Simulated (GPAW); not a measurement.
The system is AlCu3.

```xyz
4
Lattice="0.0000 2.8880 2.8880 2.8880 0.0000 2.8880 2.8880 2.8880 0.0000" Properties=species:S:1:pos:R:3 pbc="T T T"
Cu    4.3320    4.3320    4.3320
Cu    1.4440    1.4440    1.4440
Cu    2.8880    2.8880    2.8880
Al    0.0000    0.0000    0.0000
```

The cell comes from a database or a generator and needn't be the stable form of this composition.

```yaml
Program: GPAW 26.7.0
Task: relaxation of cell and atoms
Functional: PBEsol
Dispersion: D3(BJ)+ATM
Potentials_or_basis: PAW data sets generated in the run's folder for this functional
Cutoff: 600 eV
Basis: pw
k_mesh: 8 × 8 × 8
Occupations: fermi-dirac, width 0.05 eV
Spin: no spin polarisation
```

At the start: pressure -4.3 GPa; volume 12.04 Å³/atom.

Where does the relaxation end?

Over 3 steps the energy falls by 4.1 meV/atom and the volume is 11.71 Å³/atom (-2.8 %); space group Fm-3m (No. 225, to 0.05 Å).

The path:
| step | energy change (eV) | largest force (eV/Å) | pressure (GPa) | volume (Å³) |
| --- | --- | --- | --- | --- |
| 1 | 0.0000 | 0.0000 | -4.26 | 48.18 |
| 2 | -0.0040 | 0.0000 | -3.76 | 48.01 |
| 3 | -0.0165 | 0.0000 | 0.15 | 46.83 |

Final structure:
```yaml
crystal:
  lattice:
    - [0.00000, 2.86079, 2.86079]
    - [2.86079, 0.00000, 2.86079]
    - [2.86079, 2.86079, 0.00000]
  atoms:
    - { symbol: Cu, position: [0.75000, 0.75000, 0.75000] }
    - { symbol: Cu, position: [0.25000, 0.25000, 0.25000] }
    - { symbol: Cu, position: [0.50000, 0.50000, 0.50000] }
    - { symbol: Al, position: [0.00000, 0.00000, 0.00000] }
```

Caveat: with this Cu data set, volumes or pressures lay over 1.5 % or 2 GPa off other programs in two to four cells of ten; later steps reuse the first step's grids; pairwise dispersion overbinds metals, which lowers pressure and volume.
